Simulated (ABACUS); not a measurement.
# MgO (Fm-3m) in ABACUS: a series of runs, part 2 of 2

ABACUS 3.10.1.

## (5) Relaxation of cell and atoms, BP86

The input, INPUT:

```
INPUT_PARAMETERS
suffix              MgO
calculation         cell-relax
basis_type          pw
pseudo_dir          ./
symmetry            1
dft_functional      GGA_X_B88+GGA_C_P86
ecutwfc             84
pseudo_rcut         10
nspin               1
nbands              12
ks_solver           dav
smearing_method     fd
smearing_sigma      0.00367493
scf_thr             1e-08
scf_nmax            100
mixing_type         broyden
mixing_beta         0.7
cal_force           1
cal_stress          1
relax_nmax          60
force_thr_ev        0.005
relax_method        cg
out_stru            1
stress_thr          0.2
kpar                4
```

The input, STRU:

```
ATOMIC_SPECIES
Mg 24.3050 Mg.upf
O 15.9990 O.upf

LATTICE_CONSTANT
1.8897261246

LATTICE_VECTORS
0.0000000000 2.0970013927 2.0970013927
2.0970013927 0.0000000000 2.0970013927
2.0970013927 2.0970013927 0.0000000000

ATOMIC_POSITIONS
Direct

Mg
0.0
1
0.0000000000 0.0000000000 0.0000000000 1 1 1

O
0.0
1
0.5000000000 0.5000000000 0.5000000000 1 1 1
```

The input, KPT:

```
K_POINTS
0
Gamma
9 9 9 0 0 0
```

Potentials or basis: PseudoDojo NC SR 0.5 PBE standard, plane waves.

Command:

```bash
> OMP_NUM_THREADS=1 mpirun -np 4 abacus > log
```

running log:

```text
ABACUS v3.10.1

               Atomic-orbital Based Ab-initio Computation at UStc

 ------------------------------------------------------------------------------------

 READING GENERAL INFORMATION
                           global_out_dir = OUT.MgO/
                           global_in_card = INPUT
                               pseudo_dir = ./
                              orbital_dir =
                                    DSIZE = 4
                                    GSIZE = 1

 READING UNITCELL INFORMATION
                                    ntype = 2
                  lattice constant (Bohr) = 1.88973
              lattice constant (Angstrom) = 1

 READING ATOM TYPE 1
                               atom label = Mg
                      L=0, number of zeta = 1
                      L=1, number of zeta = 1
                      L=2, number of zeta = 1
             number of atom for this type = 1

 READING ATOM TYPE 2
                               atom label = O
                      L=0, number of zeta = 1
                      L=1, number of zeta = 1
                      L=2, number of zeta = 1
             number of atom for this type = 1

                        TOTAL ATOM NUMBER = 2
DIRECT COORDINATES
    atom                   x                   y                   z     mag                  vx                  vy                  vz
taud_Mg1            0.0000000000        0.0000000000        0.0000000000  0.0000        0.0000000000        0.0000000000        0.0000000000
taud_O1            0.5000000000        0.5000000000        0.5000000000  0.0000        0.0000000000        0.0000000000        0.0000000000

                          Volume (Bohr^3) = 124.458
                             Volume (A^3) = 18.4427

 Lattice vectors: (Cartesian coordinate: in unit of a_0)
                   +0              +2.097              +2.097
               +2.097                  +0              +2.097
               +2.097              +2.097                  +0
 Reciprocal vectors: (Cartesian coordinate: in unit of 2 pi/a_0)
            -0.238436           +0.238436           +0.238436
            +0.238436           -0.238436           +0.238436
            +0.238436           +0.238436           -0.238436
 The esolver type has been set to : ksdft_pw

                PAO radial cut off (Bohr) = 10

 Read in pseudopotential file is Mg.upf
                     pseudopotential type = NC
          exchange-correlation functional = PBE
                 nonlocal core correction = 0
                        valence electrons = 10
                                     lmax = 1
                           number of zeta = 3
                     number of projectors = 4
                           L of projector = 0
                           L of projector = 0
                           L of projector = 1
                           L of projector = 1
[... 104 lines left out ...]
(for k-lattice: )
                             BRAVAIS TYPE = 2
                     BRAVAIS LATTICE NAME = 02. Cubic I (body-centered)
                                    ibrav = 2
                       right hand lattice = 1
                        ROTATION MATRICES = 48
                               nkstot_ibz = 35
K-POINTS REDUCTION ACCORDING TO SYMMETRY
     IBZ    DIRECT_X    DIRECT_Y    DIRECT_Z  WEIGHT  ibz2bz
       1  0.00000000  0.00000000  0.00000000  0.0014       0
       2  0.11111111  0.11111111  0.11111111  0.0110       1
       3  0.22222222  0.22222222  0.22222222  0.0110       2
       4  0.33333333  0.33333333  0.33333333  0.0110       3
       5  0.44444444  0.44444444  0.44444444  0.0110       4
       6  0.11111111  0.11111111  0.00000000  0.0082      10
[... 22 lines left out ...]
      29  0.44444444  0.33333333  0.11111111  0.0329     112
      30 -0.44444444  0.44444444  0.22222222  0.0658     113
[... 5 further k points ...]

                               nkstot now = 35
[... K-POINTS DIRECT COORDINATES: 35 rows ...]

           k-point number in this process = 9
       minimum distributed K point number = 8
[... stars of the k points ...]

[... K-POINTS CARTESIAN COORDINATES: 9 rows ...]

[... K-POINTS DIRECT COORDINATES: 9 rows ...]

 SETUP PLANE WAVES FOR WAVE FUNCTIONS
     energy cutoff for wavefunc (unit:Ry) = 84
              fft grid for wave functions = [ 36, 36, 36 ]
                    number of plane waves = 1989
                         number of sticks = 211

 PARALLEL PW FOR WAVE FUNCTIONS
     PROC   COLUMNS(POT)             PW
        1            211           1989
 --------------- sum -------------------
        1            211           1989

 SETUP NONLOCAL PSEUDOPOTENTIALS IN PLANE WAVE BASIS
 Mg non-local projectors:
 projector 1 L=0
 projector 2 L=0
 projector 3 L=1
 projector 4 L=1
 O non-local projectors:
 projector 1 L=0
 projector 2 L=0
 projector 3 L=1
 projector 4 L=1
 projector 5 L=2
      TOTAL NUMBER OF NONLOCAL PROJECTORS = 21

 Init Non-Local PseudoPotential table :
 Init Non-Local-Pseudopotential done.

                                     npwx = 1639

 Make real space PAO into reciprocal space.
       max mesh points in Pseudopotential = 1001
     dq(describe PAO in reciprocal space) = 0.01
                                    max q = 1841

 number of pseudo atomic orbitals for Mg is 3
WARNING: norm of atomic wavefunction # 3 of atomic type Mg is 0.9998, renormalized

 number of pseudo atomic orbitals for O is 2

 -------------------------------------------
 STEP OF RELAXATION : 1
 -------------------------------------------
                                 init_chg = atomic

 PW ALGORITHM --------------- ION=   1  ELEC=   1--------------------------------

 Density error is 0.39027017018
                          Error Threshold = 0.01
----------------------------------------------------------
     Energy           Rydberg                 eV
----------------------------------------------------------
 E_KohnSham     -152.1101276700      -2069.5644598194
 E_Harris       -151.2739313199      -2058.1874248114
 E_Fermi        0.7173161692         9.7595871685
----------------------------------------------------------
[... 477 lines left out ...]
 Largest gradient in stress is 0.018363 kbar.
 Threshold is 0.200000 kbar.

 Relaxation is converged!

 --------------------------------------------
 !FINAL_ETOT_IS -2071.6199378442902344 eV
 --------------------------------------------
```

Wall time 6.4 s (4 MPI ranks of AMD EPYC 9R45 (Zen 5), shared host); peak memory 0.36 GiB.

Results:

- Free energy: -2071.6199 eV
- Relaxed volume: 9.63 Å³/atom
- Relaxed cell: a = 3.008 Å, b = 3.008 Å, c = 3.008 Å, α = 60.00°, β = 60.00°, γ = 60.00°
- Space group after relaxing (to 0.05 Å): Fm-3m (No. 225)
- Energy gained by relaxing: 8.8 meV/atom
- Ionic steps: 4
- Pressure after relaxing: 0.0 GPa
- Band gap on the k mesh: 4.57 eV, direct

Step by step:
```
step  energy change (eV)  largest force (eV/Å)  pressure (GPa)  volume (Å³)
   1              0.0000                0.0000            7.15        18.44
   2             -0.0148                0.0000           -2.68        19.61
   3             -0.0176                0.0000           -0.03        19.26
   4             -0.0176                0.0000            0.00        19.25
```

Final structure:
```cif
data_structure
_symmetry_space_group_name_H-M 'P 1'
_symmetry_Int_Tables_number 1
_cell_length_a 3.0085
_cell_length_b 3.0085
_cell_length_c 3.0085
_cell_angle_alpha 60.000
_cell_angle_beta 60.000
_cell_angle_gamma 60.000
_cell_volume 19.25
loop_
_atom_site_label
_atom_site_type_symbol
_atom_site_fract_x
_atom_site_fract_y
_atom_site_fract_z
_atom_site_occupancy
Mg1 Mg 0.00000 0.00000 0.00000 1
O1 O 0.50000 0.50000 0.50000 1
```

Caveat: the potentials were made for another functional, which shifts forces and pressure.

## (6) Overview

| task | level | potentials or basis | cell | k mesh | cutoff (eV) | SCF threshold on the density | eigensolver | max steps of the relaxation | force threshold | optimiser | gap on the mesh (eV) | pressure (GPa) | relaxed volume (Å³/atom) |
| --- | --- | --- | --- | --- | --- | --- | --- | --- | --- | --- | --- | --- | --- |
| single point | PBE | SPMS ONCV 1.0 PBE, TZDP LCAO (the cutoffs set its grid) | as given | 10 × 10 × 10 | 1361 | 1e-07 | genelpa | - | - | - | 4.91 | 7.0 | - |
| relaxation of cell and atoms | PBE | SPMS ONCV 1.0 PBE, TZDP LCAO (the cutoffs set its grid) | relaxed | 10 × 10 × 10 | 1361 | 1e-07 | genelpa | 60 | 0.01 eV/Å | cg | - | 0.0 | 9.62 |
| single point | BP86 | PseudoDojo NC SR 0.5 PBE standard, plane waves | as given | 9 × 9 × 9 | 1143 | 1e-08 | dav | - | - | - | 4.99 | 7.2 | - |
| relaxation of cell and atoms | BP86 | PseudoDojo NC SR 0.5 PBE standard, plane waves | relaxed | 9 × 9 × 9 | 1143 | 1e-08 | dav | 60 | 0.005 eV/Å | cg | 4.57 | 0.0 | 9.63 |

Alike in all rows: no spin polarisation; smearing fermi-dirac 0.05 eV.

Caveats: the atomic orbitals were generated for these runs and aren't a published set (some runs); the basis of atomic orbitals isn't converged, which shifts pressures, moduli and gaps (some runs); the potentials were made for another functional, which shifts forces and pressure (some runs).

Total energies depend on the potentials used, so only differences within one code and one set of settings carry meaning.

## (7) How close it comes

Step 2. A measured gap of MgO is 7.83 eV (quoted in “Electronic structure of alkaline earth and post-transition metal oxides”, 2009, arxiv:0908.1581); the calculated 4.91 eV misses it by -2.92 eV. The value is that of PBE in an atomic basis (SPMS ONCV 1.0 PBE, TZDP LCAO (the cutoffs set its grid)), whose error adds to the functional's,, without temperature or zero-point motion. Semilocal functionals fall short of measured gaps as a rule. The cell is a database's relaxed one, not the measured one, which moves gaps too.

Step 4. A measured gap of MgO is 7.83 eV (quoted in “Electronic structure of alkaline earth and post-transition metal oxides”, 2009, arxiv:0908.1581); the calculated 4.99 eV misses it by -2.84 eV. The value is that of BP86, without temperature or zero-point motion. The cell is a database's relaxed one, not the measured one, which moves gaps too.
